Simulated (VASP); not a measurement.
## TmPd: Pd into a neighbouring Pd vacancy

Wanted: the minimum-energy path in TmPd for this move: Pd into a neighbouring Pd vacancy. The start is a cell from a database of measured crystal structures.

Main program and level: VASP 6.6.1; PBEsol, 4f electrons in the core; plane waves and PAW (Tm_3, Pd).

**1. The host crystal**

Symmetry: Pm-3m, No. 221, cubic system. The conventional cell has a = 3.437 Å, b = 3.437 Å, c = 3.437 Å, α = 90.00°, β = 90.00°, γ = 90.00°. Tm has 8 Pd at 2.98 Å nearest. Nearest to Pd lie 8 Tm at 2.98 Å. Farther neighbours are not listed.

As a file:

```xyz
2
Lattice="3.4370 0.0000 0.0000 0.0000 3.4370 0.0000 0.0000 0.0000 3.4370" Properties=species:S:1:pos:R:3 pbc="T T T"
Tm    1.7185    1.7185    1.7185
Pd    0.0000    0.0000    0.0000
```

**2. Relax the host**

The later steps need the crystal at this functional's own lattice; a raised cutoff keeps the stress reliable while the cell changes.

INCAR

```
SYSTEM = TmPd
PREC = Accurate
ENCUT = 350
EDIFF = 1E-06
NELM = 120
ISMEAR = 0
SIGMA = 0.1
LREAL = .FALSE.
ALGO = Normal
GGA = PS
NBANDS = 15
LORBIT = 11
LWAVE = .FALSE.
LCHARG = .FALSE.
KPAR = 3
IBRION = 2
NSW = 40
ISIF = 3
EDIFFG = -0.02
POTIM = 0.4
```

POSCAR

```
TmPd
1.0
    3.4370000000      0.0000000000      0.0000000000
    0.0000000000      3.4370000000      0.0000000000
    0.0000000000      0.0000000000      3.4370000000
Tm Pd
1 1
Direct
    0.5000000000      0.5000000000      0.5000000000
    0.0000000000      0.0000000000      0.0000000000
```

KPOINTS

```
Automatic mesh
0
Gamma
6 6 6
0 0 0
```

PAW data sets: Tm_3 and Pd (PBE family, release 64).

Command:

```
> mpirun -np 3 vasp_std
```

Output:

```text
[banner, memory and clock lines left out]
running    3 mpi-ranks, on    1 nodes
 distrk:  each k-point on    1 cores,    3 groups
 distr:  one band on    1 cores,    1 groups

 POSCAR found type information on POSCAR TmPd
 POSCAR found :  2 types and       2 ions
|                                                                             |
|               ----> ADVICE to this user running VASP <----                  |
|                                                                             |
|     You enforced a specific xc type in the INCAR file but a different       |
|     [... a line on the potential file left out ...]
|     I HOPE YOU KNOW WHAT YOU ARE DOING!                                     |
|                                                                             |

 LDA part: xc-table for (Slater+PW92), standard interpolation
 POSCAR, INCAR and KPOINTS ok, starting setup
 FFT: planning ... GRIDC
 FFT: planning ... GRID_SOFT
 FFT: planning ... GRID
 WAVECAR not read
 entering main loop
       N       E                     dE             d eps       ncg     rms          rms(c)
DAV:   1     0.776586645841E+02    0.77659E+02   -0.64813E+03   608   0.885E+02
DAV:   2    -0.882525525685E+01   -0.86484E+02   -0.81188E+02   705   0.279E+02
DAV:   3    -0.130990896672E+02   -0.42738E+01   -0.41766E+01   796   0.481E+01
DAV:   4    -0.131811887369E+02   -0.82099E-01   -0.82039E-01   729   0.705E+00
DAV:   5    -0.131836444019E+02   -0.24557E-02   -0.24556E-02   861   0.116E+00    0.276E+01
DAV:   6    -0.129336420989E+02    0.25000E+00   -0.27016E+00   628   0.142E+01    0.118E+01
DAV:   7    -0.128247384341E+02    0.10890E+00   -0.11100E+00   862   0.108E+01    0.964E+00
DAV:   8    -0.127406865352E+02    0.84052E-01   -0.28313E-01   621   0.493E+00    0.770E-01
DAV:   9    -0.127411418688E+02   -0.45533E-03   -0.85982E-03   722   0.767E-01    0.568E-01
DAV:  10    -0.127409375632E+02    0.20431E-03   -0.10337E-03   790   0.291E-01    0.356E-02
DAV:  11    -0.127409372859E+02    0.27737E-06   -0.43596E-05   825   0.625E-02    0.652E-02
DAV:  12    -0.127409350009E+02    0.22850E-05   -0.41281E-06   622   0.189E-02    0.981E-03
DAV:  13    -0.127409350929E+02   -0.92013E-07   -0.14262E-07   314   0.395E-03
   1 F= -.12740935E+02 E0= -.12737682E+02  d E =-.127409E+02
 curvature:   0.00 expect dE= 0.000E+00 dE for cont linesearch  0.000E+00
 trial: gam= 0.00000 g(F)=  0.000E+00 g(S)=  0.448E-01 ort = 0.000E+00 (trialstep = 0.100E+01)
 search vector abs. value=  0.448E-01
 bond charge predicted
       N       E                     dE             d eps       ncg     rms          rms(c)
DAV:   1    -0.133323014803E+02   -0.59137E+00   -0.74788E+00   600   0.272E+01    0.830E+00
DAV:   2    -0.130279664582E+02    0.30434E+00   -0.40613E+00   718   0.190E+01    0.407E+00
DAV:   3    -0.127705868872E+02    0.25738E+00   -0.60457E-01   840   0.836E+00    0.840E-01
DAV:   4    -0.127530277045E+02    0.17559E-01   -0.60733E-02   904   0.228E+00    0.453E-01
DAV:   5    -0.127516362536E+02    0.13915E-02   -0.58175E-03   798   0.756E-01    0.233E-01
DAV:   6    -0.127518043678E+02   -0.16811E-03   -0.68347E-04   842   0.238E-01    0.401E-02
DAV:   7    -0.127517884683E+02    0.15900E-04   -0.69644E-05   856   0.827E-02    0.229E-02
DAV:   8    -0.127517866627E+02    0.18056E-05   -0.40415E-06   770   0.216E-02    0.624E-03
DAV:   9    -0.127517864026E+02    0.26011E-06   -0.22066E-07   307   0.450E-03
   2 F= -.12751786E+02 E0= -.12749442E+02  d E =-.108513E-01
 trial-energy change:   -0.010851  1 .order   -0.009918   -0.044753    0.024917
 step:   0.6604(harm=  0.6424)  dis= 0.00000  next Energy=   -12.755981 (dE=-0.150E-01)
 bond charge predicted
       N       E                     dE             d eps       ncg     rms          rms(c)
DAV:   1    -0.128205523001E+02   -0.68766E-01   -0.86661E-01   607   0.936E+00    0.250E+00
DAV:   2    -0.127800389825E+02    0.40513E-01   -0.37442E-01   660   0.599E+00    0.112E+00
DAV:   3    -0.127581284871E+02    0.21910E-01   -0.57086E-02   849   0.259E+00    0.284E-01
DAV:   4    -0.127560259620E+02    0.21025E-02   -0.64425E-03   913   0.750E-01    0.113E-01
DAV:   5    -0.127560193167E+02    0.66453E-05   -0.12980E-04   847   0.103E-01    0.722E-02
DAV:   6    -0.127560256580E+02   -0.63413E-05   -0.47986E-05   743   0.587E-02    0.790E-03
DAV:   7    -0.127560260573E+02   -0.39934E-06   -0.19861E-06   545   0.114E-02
   3 F= -.12756026E+02 E0= -.12753358E+02  d E =-.150910E-01
 curvature:  -0.32 expect dE=-0.701E-06 dE for cont linesearch -0.701E-06
 trial: gam=-0.00694 g(F)=  0.769E-68 g(S)=  0.219E-05 ort = 0.313E-03 (trialstep = 0.932E+00)
 search vector abs. value=  0.207E-09
 reached required accuracy - stopping structural energy minimisation
```

Wall time 4 s (3 MPI ranks of Intel Xeon 6975P-C (Granite Rapids), shared host); peak memory 0.41 GiB.

Lines that name or quote the potential files are left out of all logs, and their timing lines are given in words.

From OUTCAR (step 2):

```text
ion  position               nearest neighbor table
   1  0.500  0.500  0.500-   2 2.98   2 2.98   2 2.98   2 2.98   2 2.98   2 2.98   2 2.98   2 2.98

  LATTYP: Found a simple cubic cell.
 ALAT       =     3.4370000000

 Subroutine GETGRP returns: Found 48 space group operations
 (whereof 48 operations were pure point group operations)

The static configuration has the point symmetry O_h .

 Found     20 irreducible k-points:

   k-points           NKPTS =     20   k-points in BZ     NKDIM =     20   number of bands    NBANDS=     15

   dimension x,y,z NGX =    24 NGY =   24 NGZ =   24
   dimension x,y,z NGXF=    48 NGYF=   48 NGZF=   48

   ENCUT  =  350.0 eV  25.72 Ry    5.07 a.u.   5.24  5.24  5.24*2*pi/ulx,y,z

   NELECT =      19.0000    total number of electrons

 k-points in reciprocal lattice and weights: Automatic mesh
   0.00000000  0.00000000  0.00000000       0.005
   0.16666667  0.00000000  0.00000000       0.028
   0.33333333  0.00000000  0.00000000       0.028
   0.50000000  0.00000000  0.00000000       0.014
   0.16666667  0.16666667  0.00000000       0.056
   0.33333333  0.16666667  0.00000000       0.111
   0.50000000  0.16666667  0.00000000       0.056
   0.33333333  0.33333333  0.00000000       0.056
   0.50000000  0.33333333  0.00000000       0.056
[...]
0.50000000  0.50000000  0.33333333       0.028
   0.50000000  0.50000000  0.50000000       0.005

 average (electrostatic) potential at core
       1 -29.7775       2 -74.4975

 E-fermi :   6.7147

 k-point     1 :       0.0000    0.0000    0.0000
  band No.  band energies     occupation
    ...
      5       1.7141      2.00000
      6       1.7141      2.00000
      7       3.4518      2.00000
      8       3.4518      2.00000
      9       3.4518      2.00000
     10       8.0338      0.00000
     11       8.0338      0.00000
     12      12.3889      0.00000
     13      12.3889      0.00000
     14      12.3889      0.00000
    ...

 k-point     2 :       0.1667    0.0000    0.0000
  band No.  band energies     occupation
    ...
      5       1.8764      2.00000
      6       1.9957      2.00000
      7       3.4080      2.00000
      8       3.4080      2.00000
      9       3.5111      2.00000
     10       7.7230      0.00000
     11       8.0359      0.00000
     12      10.6966      0.00000
     13      10.6966      0.00000
     14      12.2178      0.00000
    ...

 k-point     3 :       0.3333    0.0000    0.0000
  band No.  band energies     occupation
    ...
      5       2.2559      2.00000
      6       2.5696      2.00000
      7       3.3317      2.00000
      8       3.3317      2.00000
      9       3.6341      2.00000
     10       6.9448      0.00114
     11       7.0501      0.00000
     12       9.1772      0.00000
     13       9.1772      0.00000
     14      11.8778      0.00000
    ...

  Total       -0.0061478     -0.0061478     -0.0061478      0.0000000      0.0000000     -0.0000000
  in kB       -0.2509411     -0.2509411     -0.2509411      0.0000000      0.0000000     -0.0000000
  external PRESSURE =      -0.2509411 kB  Pullay stress =       0.0000000 kB

  energy-cutoff  :      350.00
  volume of cell :       39.25
      direct lattice vectors                 reciprocal lattice vectors
     3.398490177 -0.000000000  0.000000000     0.294248313  0.000000000 -0.000000000
     0.000000000  3.398490177  0.000000000     0.000000000  0.294248313  0.000000000
     0.000000000 -0.000000000  3.398490177    -0.000000000 -0.000000000  0.294248313

 POSITION                                       TOTAL-FORCE (eV/Angst)
 -----------------------------------------------------------------------------------
      1.69925      1.69925      1.69925         0.000000     -0.000000      0.000000
      0.00000      0.00000      0.00000        -0.000000      0.000000      0.000000
 -----------------------------------------------------------------------------------
    total drift:                                0.000000      0.000000     -0.000000

  FREE ENERGIE OF THE ION-ELECTRON SYSTEM (eV)
  ---------------------------------------------------
  free  energy   TOTEN  =       -12.7560260573 eV

  energy  without entropy=      -12.7506902893  energy(sigma->0) =      -12.75335817

 reached required accuracy - stopping structural energy minimisation

 total charge
# of ion       s       p       d       tot
------------------------------------------
    1        0.542   6.897   1.170   8.609
    2        0.609   0.402   8.510   9.521
--------------------------------------------------
tot          1.151   7.299   9.680  18.130

[... 3 further parts left out ...]
```

CONTCAR:

```
TmPd
   1.00000000000000
     3.3984901769873974   -0.0000000000000000    0.0000000000000000
     0.0000000000000000    3.3984901769873974    0.0000000000000000
     0.0000000000000000   -0.0000000000000000    3.3984901769873974
  Tm              Pd
     1     1
Direct
     0.5000000000000000    0.5000000000000000    0.5000000000000000
     0.0000000000000000    0.0000000000000000    0.0000000000000000
```

The data set Tm_3 holds the 4f electrons frozen in the core, so no f bands or f moments appear. This run has no spin polarisation. Its electron count is odd, so without a moment it is a metal by construction. The k-mesh is coarse for a metal. The PAW data sets were made with PBE, which is usual practice but a small mismatch for other functionals. The run keeps the 48 symmetry operations of its start, so it cannot find a distortion of lower symmetry.

Step by step:

```tsv
step	energy less that of the first step (eV)	largest force (eV/Å)	pressure (GPa)	volume (Å³)
1	0.0000	0.0000	-3.47	40.60
2	-0.0109	0.0000	2.03	38.57
3	-0.0151	0.0000	-0.03	39.25
```

```tsv
conventional cell, symmetrised	before	after	change
a (Å)	3.437	3.398	-1.1 %
b (Å)	3.437	3.398	-1.1 %
c (Å)	3.437	3.398	-1.1 %
volume (Å³/atom)	20.30	19.63	-3.3 %
```

Final coordinates:

```xyz
2
Lattice="3.3985 0.0000 0.0000 0.0000 3.3985 0.0000 0.0000 0.0000 3.3985" Properties=species:S:1:pos:R:3 pbc="T T T"
Tm    1.6992    1.6992    1.6992
Pd    0.0000    0.0000    0.0000
```

This step gave:

```yaml
electronic_cycles: 29
electrons: 19
free_energy_toten: -12.76 eV
energy_at_zero_smearing: -12.75 eV
fermi_energy: 6.715 eV
labelled_metallic_from_the_levels_on_this_mesh: yes
```

The run ended after 3 ionic steps, 0.015 eV below its first step, once forces and stress met EDIFFG = -0.02.

(Continued in part 2 of 4.)

[Lines on the potential files, build, host, timing and source positions are cut from VASP's logs without a mark.]

[Logs are printed without paths, hosts, clocks, repeated set-up lines and the standing remarks that a program may print on its own settings, such as how far it seeks lower states.]

[Hosts, paths, dates, database ids (printed as entryN), source tags and the programs' standing remarks are cut or masked in the printed files.]

[Runs that stopped without an error message from VASP are left out.]
